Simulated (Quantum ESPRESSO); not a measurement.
Runs of Quantum ESPRESSO 7.5 on Nd. Symmetry: Im-3m, No. 229, cubic system. Conventional cell: a = 4.151 Å, b = 4.151 Å, c = 4.151 Å, α = 90.00°, β = 90.00°, γ = 90.00°. Nd (site symmetry m-3m) has 8 Nd at 3.59 Å as nearest neighbours. This isn't the form of Nd at room conditions, which is double hcp.

```csv
level,U,hubbard projectors,gap on the mesh (eV),pressure (GPa),moment (μB)
LDA+U,Nd f U = 5 eV,atomic,none,-5.5,(a)
LDA+U,Nd f U = 2 eV,atomic,none,-5.6,4.01
LDA+U,Nd f U = 4 eV,atomic,none,-5.5,3.99
LDA,-,ortho-atomic,none,-6.2,4.04
LDA+U,Nd f U = 3 eV,atomic,none,-5.6,4.01
```

Alike in all rows: task single point; potentials or basis SSSP 1.3 efficiency PBE; spin collinear, ferromagnetic start; cell as given; k mesh 9 × 9 × 9; cutoff (eV) 748; smearing fermi-dirac 0.05 eV.

Question: Fill in the values left out.

Answer: (a) 3.98.

Caveats: the potentials were made for another functional, which shifts forces and pressure; the magnetic or orbital state may not be the lowest; spin-orbit coupling is left out, which moves the levels of the heavy elements.

A k mesh can miss the band edges, and the runs leave out spin-orbit coupling on Nd.

A gap of «none» marks a metal or a gap under the smearing width.
